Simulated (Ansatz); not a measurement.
Crystal: PtSe2 (Sudovikovite).

```
Pt Se
1.0
     3.72400    0.00000    0.00000
    -1.86200    3.22508    0.00000
     0.00000    0.00000    5.06200
Pt Se
1 2
Direct
  0.00000 0.00000 0.00000
  0.66667 0.33333 0.75000
  0.33333 0.66667 0.25000
```

| Item | Value |
| --- | --- |
| Program | Ansatz 0.2.0 |
| Task | relaxation of cell and atoms |
| Functional | LDA |
| Potentials or basis | Ansatz PAW |
| Cutoff | 420 eV (not typed: the program's choice for these potentials) |
| k mesh | 8 × 8 × 5 |
| Occupations | fermi-dirac, width 0.05 eV |
| Spin | no spin polarisation |

At the start: volume 20.27 Å³/atom.

Problem. How do energy, volume and symmetry change on relaxing?

Solution. It ends after 6 steps and the volume is 19.22 Å³/atom (-5.2 %); space group P-3m1 (No. 164, to 0.05 Å).

Step by step:
```csv
step,energy change (eV),largest force (eV/Å),volume (Å³)
1,0.0000,0.1963,60.80
2,-0.0115,0.2953,56.57
3,-0.0322,0.0494,58.45
4,-0.0332,0.1895,57.47
5,-0.0363,0.0056,57.65
6,-0.0356,0.0058,57.65
```

Final structure:
```
Pt Se
1.0
     3.73834    0.00000    0.00000
    -1.86917    3.23749    0.00000
     0.00000    0.00000    4.76315
Pt Se
1 2
Direct
  0.00000 0.00000 0.00000
  0.66667 0.33333 0.73463
  0.33333 0.66667 0.26537
```

Caveat: the plane-wave basis is chosen anew once the cell has moved, so the energies of steps on either side of that aren't comparable; the PAW data sets come from PBE, with cores solved anew for the run's functional, which leaves a small shift of forces and pressure.
